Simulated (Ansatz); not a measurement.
# Ru in Ansatz: the effect of functional

The system is Ru.

```xyz
2
Lattice="2.6692 0.0000 0.0000 -1.3346 2.3116 0.0000 0.0000 0.0000 4.2240" Properties=species:S:1:pos:R:3 pbc="T T T"
Ru    1.3346    0.7705    3.1680
Ru    0.0000    1.5411    1.0560
```

The cell isn't the ideal one: volume scaled by 0.96.

Alike in all runs:

- Program: Ansatz 0.2.0
- Task: single point
- Potentials or basis: Ansatz PAW
- k mesh: 11 × 11 × 6
- Occupations: fermi-dirac, width 0.05 eV
- Spin: no spin polarisation

| functional | cutoff | pressure (GPa) |
| --- | --- | --- |
| LDA | 420 eV (not typed: the program's choice for these potentials) | ? |
| r2SCAN | 500 eV (not typed: the program's choice for these potentials) | 12.8 |
| PBE | 420 eV (not typed: the program's choice for these potentials) | 19.6 |

Q: What does the run with functional LDA give?

A: Pressure 1.6 GPa.

Caveats: the PAW data sets come from PBE, with cores solved anew for the run's functional, which leaves a small shift of forces and pressure (some runs).
